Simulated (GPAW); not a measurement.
The system is TiO.

```
Ti O
1.0
     2.85161    0.00000    0.00000
    -1.42580    2.46956    0.00000
     0.00000    0.00000    5.56750
Ti O
2 2
Direct
  0.66667 0.33333 0.75000
  0.33333 0.66667 0.25000
  0.00000 0.00000 0.50000
  0.00000 0.00000 0.00000
```

The cell comes from a database or a generator and needn't be the stable form of this composition.

Base run:

* Program: GPAW 26.7.0
* Functional: PBEsol
* Potentials or basis: PAW data sets generated in the run's folder for this functional
* Cutoff: 800 eV
* Basis: pw
* k mesh: 8 × 8 × 4
* Occupations: fermi-dirac, width 0.05 eV
* Spin: no spin polarisation
* Hubbard terms: Ti d U = 6 eV

Its results: pressure 8.3 GPa.

Question: The run is repeated on the same cell with these changes: hubbard terms from Ti d U = 6 eV to Ti d U = 1 eV. What comes out?

Answer: Pressure -7.0 GPa.

Caveats: U without spin polarisation on a metal has little footing (some runs).
